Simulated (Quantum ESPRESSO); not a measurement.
CoO:

```
Co O
1.0
     1.50547    0.86918    2.43993
    -1.50547    0.86918    2.43993
     0.00000   -1.73837    2.43993
Co O
1 1
Direct
  0.00000 0.00000 0.00000
  0.50000 0.50000 0.50000
```

The cell is a database's computed one.

Base run:

* Program: Quantum ESPRESSO 7.5
* Functional: PBEsol
* Potentials or basis: GBRV 1.5 PBEsol
* Cutoff: 762 eV
* Density cutoff: 6095 eV
* k mesh: 11 × 11 × 11
* Occupations: fermi-dirac, width 0.05 eV
* Spin: collinear spin, ferromagnetic start
* Starting moments: [2.0, 0.0] μB
* Hubbard terms: Co d U = 6 eV

Its results: band gap on the k mesh none (metal or under the smearing width); pressure -2.4 GPa; net moment 2.92 μB per cell; site moments Co +2.59; O +0.23 μB.

Question: The run is repeated on the same cell with these changes: hubbard terms from Co d U = 6 eV to Co d U = 2 eV. What comes out?

Answer: Band gap on the k mesh none (metal or under the smearing width); pressure -6.7 GPa; net moment 3.00 μB per cell; site moments Co +2.59; O +0.31 μB.

Caveats: a cell with one magnetic atom can't hold antiferromagnetic order, which such compounds often take.
